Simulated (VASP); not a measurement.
# I (Fmmm) in VASP: a series of runs

Aim: see how the results for I move with the level of theory and the settings. Levels: r2SCAN50, RPBE. Tasks: relaxation of cell and atoms, single point.

All numbers are computed with VASP 6.6.1; they aren't measurements. Logs are shortened: lines on timing, memory, paths and dates and some standing lists are left out, and cuts for length are marked.

## 1. The structure

It takes space group Fmmm (No. 69, orthorhombic). The conventional cell has a = 4.384 Å, b = 4.731 Å, c = 7.820 Å, α = 90.00°, β = 90.00°, γ = 90.00°. I (site symmetry mmm) has 4 I at 3.23 Å as nearest neighbours.

## 2. Relaxation of cell and atoms, r2SCAN50

Contents of POSCAR:

```
I
1.0
    0.0000000000      2.3656004428      3.9098401324
    2.1922454667      0.0000000000      3.9098401324
    2.1922454667      2.3656004428      0.0000000000
I
1
Direct
    0.0000000000      0.0000000000      0.0000000000
```

Contents of INCAR.step1:

```
SYSTEM = I
PREC = Accurate ; ENCUT = 600
EDIFF = 1E-5 ; ISMEAR = 0
SIGMA = 0.05 ; LREAL = .False.
LASPH = .True. ; NELM = 100
ALGO = Normal ; LWAVE = .True.
LCHARG = .False. ; GGA = PE
```

Contents of INCAR.step2:

```
SYSTEM = I
PREC = Accurate ; ENCUT = 600
EDIFF = 1E-6 ; ISMEAR = 0
SIGMA = 0.05 ; LREAL = .False.
LASPH = .True. ; NELM = 100
ALGO = Normal ; ISIF = 3
LWAVE = .False. ; LCHARG = .False.
METAGGA = R2SCAN ; LHFCALC = .True.
AEXX = 0.5 ; LMIXTAU = .True.
PRECFOCK = Fast ; IBRION = 2
NSW = 40 ; EDIFFG = -0.01
ISTART = 1
```

Contents of KPOINTS:

```
Automatic mesh
0
Gamma
  5 5 5
  0 0 0
```

Potentials or basis: VASP PAW PBE potentials, release 64 (I).

Run with:

```console
cat potpaw_PBE.64/I/POTCAR > POTCAR
cp INCAR.step1 INCAR
mpirun -np 1 vasp_std > vasp.out
cp INCAR.step2 INCAR
mpirun -np 1 vasp_std > vasp.out
```

OUTCAR:

```text
SYSTEM = I
   PREC = Accurate
   ENCUT = 600
   EDIFF = 1E-6
   ISMEAR = 0
   LREAL = .False.
   LASPH = .True.
   NELM = 100
   ISIF = 3
   METAGGA = R2SCAN
   LHFCALC = .True.
   AEXX = 0.5
   PRECFOCK = Fast
   IBRION = 2
   NSW = 40
   EDIFFG = -0.01
   ISTART = 1

 ion  position               nearest neighbor table
   1  0.000  0.000  0.000-

  LATTYP: Found a face centered orthorhombic cell.
 ALAT       =     4.3844909334
 B/A-ratio  =     1.0790764441
 C/A-ratio  =     1.7834864717

  Lattice vectors:

 A1 = (   0.0000000000,   2.3656004428,   3.9098401324)
 A2 = (   2.1922454667,   0.0000000000,   3.9098401324)
 A3 = (   2.1922454667,   2.3656004428,   0.0000000000)

Analysis of symmetry for initial positions (statically):
=====================================================================
 Subroutine PRICEL returns:
 Original cell was already a primitive cell.

 Routine SETGRP: Setting up the symmetry group for a
 face centered orthorhombic supercell.

 Subroutine GETGRP returns: Found  8 space group operations
 (whereof  8 operations were pure point group operations)
 out of a pool of  8 trial point group operations.

The static configuration has the point symmetry D_2h.

Analysis of symmetry for dynamics (positions and initial velocities):
=====================================================================
 Subroutine PRICEL returns:
 Original cell was already a primitive cell.

 Routine SETGRP: Setting up the symmetry group for a
 face centered orthorhombic supercell.

 Subroutine GETGRP returns: Found  8 space group operations
 (whereof  8 operations were pure point group operations)
 out of a pool of  8 trial point group operations.

The dynamic configuration has the point symmetry D_2h.

 Subroutine INISYM returns: Found  8 space group operations
 (whereof  8 operations are pure point group operations),
 and found     1 'primitive' translations

----------------------------------------------------------------------------------------

                                     Primitive cell

  volume of cell :      40.5527

  direct lattice vectors                    reciprocal lattice vectors
     0.000000000  2.365600443  3.909840132    -0.228076649  0.211362828  0.127882467
     2.192245467  0.000000000  3.909840132     0.228076649 -0.211362828  0.127882467
[... 102 lines left out ...]
     AMIX     =   0.40;   BMIX     =  1.00
     AMIX_MAG =   1.60;   BMIX_MAG =  1.00
  volume/ion in A,a.u.               =      40.55       273.66
  Fermi-wavevector in a.u.,A,eV,Ry     =   0.911523  1.722529 11.304731  0.830874
  Thomas-Fermi vector in A             =   2.035812
   LORBIT       =      0    0 simple, 1 ext, 2 COOP (PROOUT), +10 PAW based schemes
   METAGGA = R2SCAN    functional components
   LHFCALC =     T    Hartree Fock is set to
   PRECFOCK=fast      Normal, Fast or Accurate (Low or Medium for compatibility)
   ENCUT4O =  -1.0   cutoff for four orbital integrals eV
   NKREDX  =     1    reduce k-point grid by
   NKREDY  =     1    reduce k-point grid by
   NKREDZ  =     1    reduce k-point grid by
   AEXX    =    0.5000 exact exchange contribution
   HFSCREEN=    0.0000 screening length (either q_TF or 0.3 A-1)
   HFSCREENC=   0.0000 screening length for correlation (either q_TF or 0.3 A-1)
   ENCUTFOCK=  -1.0 apply spherical cutoff to Coloumb kernel
   IVDW    =     0    specifies the selected vdW correction
   LEPSILON=     F    determine dielectric tensor
   LRPA    =     F    only Hartree local field effects (RPA)
 conjugate gradient relaxation of ions
 non-spin polarized calculation
 Gauss-broadening in eV      SIGMA  =   0.05
  energy-cutoff  :      600.00
  volume of cell :       40.55
 maximum number of plane-waves:      1384
 NGX is ok and might be reduce to    40
  NGX = 24; NGY = 24; NGZ = 16

--------------------------------------- Ionic step        1  -------------------------------------------

 number of electron       6.9999999 magnetization

 Free energy of the ion-electron system (eV)
  ---------------------------------------------------
  ext. energy  EPLUGINS =         0.00000000
  ---------------------------------------------------
  free energy    TOTEN  =       -14.59495613 eV

  energy without entropy =      -14.59317292  energy(sigma->0) =      -14.59406453

------------------------ aborting loop because EDIFF is reached ----------------------------------------

  FORCE on cell =-STRESS in cart. coord.  units (eV):
  Direction    XX          YY          ZZ          XY          YZ          ZX
  --------------------------------------------------------------------------------------
  -------------------------------------------------------------------------------------
  Total       -1.1238858     -0.8797842     -0.0625074     -0.0000000      0.0000000      0.0000000
  in kB      -44.4030909    -34.7589910     -2.4695759     -0.0000000      0.0000000      0.0000000
  external PRESSURE =     -27.2105526 kB  Pullay stress =       0.0000000 kB
[... 162 lines left out ...]
--------------------------------------- Ionic step        6  -------------------------------------------

 number of electron       7.0000000 magnetization

 Free energy of the ion-electron system (eV)
  ---------------------------------------------------
  ext. energy  EPLUGINS =         0.00000000
  ---------------------------------------------------
  free energy    TOTEN  =       -14.63446575 eV

  energy without entropy =      -14.63268255  energy(sigma->0) =      -14.63357415

 E-fermi :   3.0580     XC(G=0):  -5.1739

 val. band max:        2.4267937133   @ k =  -0.2000   0.4000   0.2000
 cond. band min:       3.0635281324   @ k =  -0.4000   0.2000   0.2000
 fundamental gap:      0.6367344190
 Fermi energy:         3.0579663597

 k-point     1 :       0.0000    0.0000    0.0000
  band No.  band energies     occupation
      1     -14.8104      2.00000
      2      -0.5290      2.00000
      3       5.7899      0.00000
      4       6.6760      0.00000
      5       9.8338      0.00000
      6      13.5008      0.00000
      7      14.6290      0.00000
[... 221 lines left out ...]
 k-point    24 :      -0.4000    0.2000    0.4000
  band No.  band energies     occupation
      1     -11.1994      2.00000
      2      -2.4641      2.00000
      3      -1.3918      2.00000
      4       1.1295      2.00000
      5      10.1272      0.00000
      6      12.6343      0.00000
      7      13.9849      0.00000

 [... further k-points ...]
[... 5 lines left out ...]
  --------------------------------------------------------------------------------------
  -------------------------------------------------------------------------------------
  Total        0.0089254      0.0053699      0.0052691      0.0000000      0.0000000      0.0000000
  in kB        0.3811901      0.2293412      0.2250353      0.0000000      0.0000000      0.0000000
  external PRESSURE =       0.2785222 kB  Pullay stress =       0.0000000 kB
[... 16 lines left out ...]
  FREE ENERGIE OF THE ION-ELECTRON SYSTEM (eV)
  ---------------------------------------------------
  free  energy   TOTEN  =       -14.6344657525 eV

  energy  without entropy=      -14.6326825471  energy(sigma->0) =      -14.63357415

 reached required accuracy - stopping structural energy minimisation
```

OUTCAR.step1:

```text
SYSTEM = I
   PREC = Accurate
   ENCUT = 600
   EDIFF = 1E-5
   ISMEAR = 0
[... 460 lines left out ...]

 POSITION                                       TOTAL-FORCE (eV/Angst)
 -----------------------------------------------------------------------------------
      0.00000      0.00000      0.00000         0.000000      0.000000      0.000000
 -----------------------------------------------------------------------------------
    total drift:                                0.000000      0.000000     -0.000000

  FREE ENERGIE OF THE ION-ELECTRON SYSTEM (eV)
  ---------------------------------------------------
  free  energy   TOTEN  =        -1.4121003159 eV

  energy  without entropy=       -1.4081924208  energy(sigma->0) =       -1.41014637
```

OSZICAR.step1:

```text
N       E                     dE             d eps       ncg     rms          rms(c)
DAV:   1     0.243971314006E+02    0.24397E+02   -0.26653E+03   378   0.785E+02
DAV:   2    -0.553954495464E+00   -0.24951E+02   -0.24139E+02   511   0.101E+02
DAV:   3    -0.143136743791E+01   -0.87741E+00   -0.83525E+00   504   0.219E+01
DAV:   4    -0.143748778007E+01   -0.61203E-02   -0.61203E-02   567   0.220E+00
DAV:   5    -0.143750573599E+01   -0.17956E-04   -0.17956E-04   504   0.953E-02    0.513E+00
DAV:   6    -0.141681337874E+01    0.20692E-01   -0.20331E-02   427   0.887E-01    0.323E+00
DAV:   7    -0.141282771584E+01    0.39857E-02   -0.34180E-02   455   0.119E+00    0.220E-01
DAV:   8    -0.141210495149E+01    0.72276E-03   -0.34911E-03   413   0.399E-01    0.237E-02
DAV:   9    -0.141210031590E+01    0.46356E-05   -0.51043E-05   497   0.657E-02
   1 F= -.14121003E+01 E0= -.14101464E+01  d E =-.390790E-02
```

It took 16 min on 1 thread of Intel Xeon 6975P-C (Granite Rapids), shared host; peak memory 0.26 GiB.

Results:

```yaml
Free_energy: -14.6345 eV
Relaxed_volume: 37.51 Å³/atom
Relaxed_cell: a = 4.532 Å, b = 4.382 Å, c = 3.128 Å, α = 72.05°, β = 66.90°, γ = 41.05°
Space_group_after_relaxing_to_0.05_Å: Fmmm (No. 69)
Energy_gained_by_relaxing: 39.5 meV/atom
Ionic_steps: 6
Pressure_after_relaxing: 0.0 GPa
Band_gap_on_the_k_mesh: none (metal or under the smearing width)
```

Step by step:
```
step  energy change (eV)  largest force (eV/Å)  pressure (GPa)  volume (Å³)
   1              0.0000                0.0000           -2.72        40.55
   2             -0.0192                0.0000            2.25        36.62
   3             -0.0331                0.0000           -0.02        38.06
   4             -0.0369                0.0000           -0.02        37.86
   5             -0.0395                0.0000            0.02        37.46
   6             -0.0395                0.0000            0.03        37.51
```

Final structure:
```yaml
crystal:
  lattice:
    - [0.00000, 2.35830, 3.86956]
    - [2.05544, 0.00000, 3.86956]
    - [2.05544, 2.35830, 0.00000]
  atoms:
    - { symbol: I, position: [0.00000, 0.00000, 0.00000] }
```

Caveat: the k mesh is coarse (spacing up to 0.42 Å⁻¹), so the values aren't converged, least of all with exact exchange; the PAW data sets were made with another functional, which shifts forces and pressure a little; an odd number of electrons without spin polarisation forces a metal; a magnetic or distorted state may lie lower. The run has no spin-orbit coupling, so splittings on I are missing.

## 3. Single point, RPBE

Contents of INCAR:

```
  ALGO = Normal
  EDIFF = 1E-7
  ENCUT = 550
  GGA = RP
  ISIF = 2
  ISMEAR = 0
  LASPH = True
  LCHARG = False
  LREAL = False
  LWAVE = False
  NELM = 80
  PREC = Accurate
  SIGMA = 0.05
```

Contents of KPOINTS:

```
k-points
0
Gamma
  9 9 9
```

Changes to POSCAR since step 2:

```diff
@@ -7,3 +7,3 @@
 1
-Direct
+Cartesian
     0.0000000000      0.0000000000      0.0000000000
```

Potentials or basis: VASP PAW PBE potentials, release 64 (I_GW).

Run with:

```console
cat potpaw_PBE.64/I_GW/POTCAR > POTCAR
mpirun -np 1 vasp_std > vasp.out
```

OUTCAR:

```text
EDIFF = 1E-7
   ENCUT = 550
   GGA = RP
   ISIF = 2
   ISMEAR = 0
   LASPH = True
   LREAL = False
   NELM = 80
   PREC = Accurate

 ion  position               nearest neighbor table
   1  0.000  0.000  0.000-

  LATTYP: Found a face centered orthorhombic cell.
 ALAT       =     4.3844909334
 B/A-ratio  =     1.0790764441
 C/A-ratio  =     1.7834864717

  Lattice vectors:

 A1 = (   0.0000000000,   2.3656004428,   3.9098401324)
 A2 = (   2.1922454667,   0.0000000000,   3.9098401324)
 A3 = (   2.1922454667,   2.3656004428,   0.0000000000)

Analysis of symmetry for initial positions (statically):
=====================================================================
 Subroutine PRICEL returns:
 Original cell was already a primitive cell.

 Routine SETGRP: Setting up the symmetry group for a
 face centered orthorhombic supercell.

 Subroutine GETGRP returns: Found  8 space group operations
 (whereof  8 operations were pure point group operations)
 out of a pool of  8 trial point group operations.

The static configuration has the point symmetry D_2h.

[... 154 lines left out ...]
  ---------------------------------------------------
  free energy    TOTEN  =        -1.09303169 eV

  energy without entropy =       -1.09222729  energy(sigma->0) =       -1.09262949

 E-fermi :   3.6045     XC(G=0):  -8.0428

 val. band max:        3.6038448918   @ k =  -0.2222   0.0000   0.1111
 cond. band min:       3.6405153735   @ k =  -0.1111   0.1111   0.1111
 fundamental gap:      0.0366704816
 Fermi energy:         3.6044678079

 k-point     1 :       0.0000    0.0000    0.0000
  band No.  band energies     occupation
      1     -10.2575      2.00000
      2       1.6338      2.00000
      3       4.3741      0.00000
      4       4.6517      0.00000
      5       8.3957      0.00000
      6      11.1827      0.00000
      7      11.9244      0.00000
[... 221 lines left out ...]
 k-point    24 :       0.4444    0.4444    0.0000
  band No.  band energies     occupation
      1     -10.0222      2.00000
      2      -0.3654      2.00000
      3       4.1625      0.00000
      4       4.4604      0.00000
      5      10.6763      0.00000
      6      11.0469      0.00000
      7      14.2057      0.00000

 [... further k-points ...]
[... 5 lines left out ...]
  --------------------------------------------------------------------------------------
  -------------------------------------------------------------------------------------
  Total        0.4100725      0.3684739      0.5166717     -0.0000000      0.0000000      0.0000000
  in kB       16.2013661     14.5578657     20.4129458     -0.0000000      0.0000000      0.0000000
  external PRESSURE =      17.0573925 kB  Pullay stress =       0.0000000 kB

 VOLUME and BASIS-vectors are now :
 -----------------------------------------------------------------------------
  energy-cutoff  :      550.00
  volume of cell :       40.55
      direct lattice vectors                 reciprocal lattice vectors
     0.000000000  2.365600443  3.909840132    -0.228076649  0.211362828  0.127882467
     2.192245467  0.000000000  3.909840132     0.228076649 -0.211362828  0.127882467
     2.192245467  2.365600443  0.000000000     0.228076649  0.211362828 -0.127882467

 POSITION                                       TOTAL-FORCE (eV/Angst)
 -----------------------------------------------------------------------------------
      0.00000      0.00000      0.00000         0.000000      0.000000      0.000000
 -----------------------------------------------------------------------------------
    total drift:                                0.000000      0.000000     -0.000000

  FREE ENERGIE OF THE ION-ELECTRON SYSTEM (eV)
  ---------------------------------------------------
  free  energy   TOTEN  =        -1.0930316887 eV

  energy  without entropy=       -1.0922272947  energy(sigma->0) =       -1.09262949
```

OSZICAR:

```text
N       E                     dE             d eps       ncg     rms          rms(c)
DAV:   1     0.252033803842E+02    0.25203E+02   -0.27208E+03  1750   0.760E+02
DAV:   2    -0.677187275487E-01   -0.25271E+02   -0.24476E+02  2324   0.981E+01
DAV:   3    -0.109730212306E+01   -0.10296E+01   -0.10232E+01  2205   0.245E+01
DAV:   4    -0.111768859669E+01   -0.20386E-01   -0.20384E-01  2695   0.412E+00
DAV:   5    -0.111797933499E+01   -0.29074E-03   -0.29074E-03  2548   0.351E-01    0.904E-01
DAV:   6    -0.109934844698E+01    0.18631E-01   -0.20334E-02  2191   0.894E-01    0.506E-01
DAV:   7    -0.109270378410E+01    0.66447E-02   -0.32486E-02  2275   0.117E+00    0.503E-02
DAV:   8    -0.109302093317E+01   -0.31715E-03   -0.10707E-03  2086   0.280E-01    0.115E-02
DAV:   9    -0.109303067210E+01   -0.97389E-05   -0.44636E-05  2737   0.537E-02    0.586E-03
DAV:  10    -0.109303171939E+01   -0.10473E-05   -0.52404E-06  2149   0.187E-02    0.126E-03
DAV:  11    -0.109303168869E+01    0.30696E-07   -0.21353E-07  2688   0.375E-03
   1 F= -.10930317E+01 E0= -.10926295E+01  d E =-.804394E-03
```

It took 32 s on 1 thread of AMD EPYC 7R43 (Zen 3), shared host; peak memory 0.17 GiB.

Results:

```
Free energy            : -1.0930 eV
Pressure               : 1.7 GPa
Band gap on the k mesh : none (metal or under the smearing width)
```

Caveat: the PAW data sets were made with another functional, which shifts forces and pressure a little; an odd number of electrons without spin polarisation forces a metal; a magnetic or distorted state may lie lower.
